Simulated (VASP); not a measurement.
Set up this calculation in VASP 6.6.1, as the native input.

* Task: single point
* Functional: PBEsol
* Potentials or basis: VASP PAW PBE potentials, release 64 (Te, Pt)
* Cutoff: 520 eV
* k mesh: 5 × 5 × 4
* Occupations: gaussian, width 0.05 eV
* Spin: collinear spin, zero start
* Starting moments: [-0.0, -0.0, -0.0, 0.0] μB
* Hubbard terms: Pt d U = 6.0 eV
* Dipole correction: no
* Further INCAR settings: ALGO = Normal; EDIFF = 1e-06; NBANDS = 28

The structure of TePt lies in POSCAR:

```
TePt
1.0
    4.1109992400      0.0000000000      0.0000000000
   -2.0554996200      3.5602297800      0.0000000000
    0.0000000000      0.0000000000      5.4459992500
Te Pt
2 2
Direct
    0.3333333333      0.6666666667      0.2500000000
    0.6666666667      0.3333333333      0.7500000000
    0.0000000000      0.0000000000      0.0000000000
    0.0000000000      0.0000000000      0.5000000000
```

Measurements of this composition are mostly on another form, of space group No. 166.

One way to write it, as run:

INCAR

```
ALGO = Normal
EDIFF = 1E-6
ENCUT = 520
GGA = PS
ISIF = 2
ISMEAR = 0
ISPIN = 2
LASPH = True
LCHARG = False
LDAU = True
LDAUJ = 0 0
LDAUL = -1 2
LDAUPRINT = 1
LDAUTYPE = 2
LDAUU = 0 6
LMAXMIX = 4
LORBIT = 11
LREAL = False
LWAVE = False
MAGMOM = 0 0 0 0
NBANDS = 28
NELM = 150
PREC = Accurate
SIGMA = 0.05
```

KPOINTS

```
k-points
0
Gamma
  5 5 4
```

Potentials or basis: VASP PAW PBE potentials, release 64 (Te, Pt).

Launch:

```bash
$ cat potpaw_PBE.64/Te/POTCAR potpaw_PBE.64/Pt/POTCAR > POTCAR
$ mpirun -np 1 vasp_std > vasp.out
```

Results of the run:

The pressure is 2.3 GPa. The band gap on the k mesh is none (metal or under the smearing width), the net moment is 0.00 μB per cell and the valence electrons inside the program's atomic spheres are Te 3.29; Pt 10.00.

Caveat: the PAW data sets were made with another functional, which shifts forces and pressure a little; the U is typed as a test and isn't derived for this compound.

Wall time 29 s on 1 thread of Intel(R) Xeon(R) 6975P-C (Granite Rapids), on a shared host, peak memory 0.25 GiB.
